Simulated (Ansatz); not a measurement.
## What a change of settings does to a run on AgBr

Structure from Materials Project entry mp-23231 (possibly hypothetical), not relaxed further. The listed cell was then made from it by scaling, straining or moving an atom.

First run: DFT, r2SCAN, PAW with Ansatz's default frozen-core files, scalar-relativistic (Ansatz 0.2.0).

Command: `ansatz run input.yaml --threads 1 --pin off --max-ram 2048MiB --backend cpu --events-out ev --progress --plain --runs-dir out` The run took 9.9 s on 1 thread of Arm Neoverse N1 (shared host), peak memory 0.45 GiB.

```yaml
crystal:
  lattice:
    - [0.0, 2.939590522, 2.939590522]
    - [2.939590522, 0.0, 2.939590522]
    - [2.939590522, 2.939590522, 0.0]
  atoms:
    - { symbol: Ag, position: [0.0, 0.0, 0.0] }
    - { symbol: Br, position: [0.5, 0.5, 0.5] }
kpoints:
  mp_grid: { grid: [7, 7, 7] }
scf:
  occupations: { method: fermi_dirac, width: 0.02 }
hamiltonian:
  xc: r2scan
  pseudopotentials: { kind: paw }
output:
  forces: true
  stress: true
  eigenvalues: true
  efg: { contact_densities: true }
  write_density: true
  write_potential: true
  elf: true
  volumetric_format: npy
```

Result: converged; pressure -1.94 GPa; gap on the k mesh 1.36 eV (the mesh can miss the band edges); 6 SCF iterations.

The input is then changed:

```diff
@@ -11,7 +11,9 @@
 scf:
   occupations: { method: fermi_dirac, width: 0.02 }
+  mixing: { algorithm: broyden, beta: 0.5 }
 hamiltonian:
-  xc: r2scan
+  xc: rpbe
   pseudopotentials: { kind: paw }
+  hubbard: { sites: [{ species: Ag, l: d, u_eff: 4.0 }], double_counting: amf }
 output:
   forces: true
@@ -19,7 +21,3 @@
   eigenvalues: true
   efg: { contact_densities: true }
-  write_density: true
-  write_potential: true
-  elf: true
-  volumetric_format: npy
```

Question: Predict the outcome of the changed run.

Answer: It converged; pressure 1.88 GPa; gap on the k mesh 0.94 eV (the mesh can miss the band edges); 8 SCF iterations.
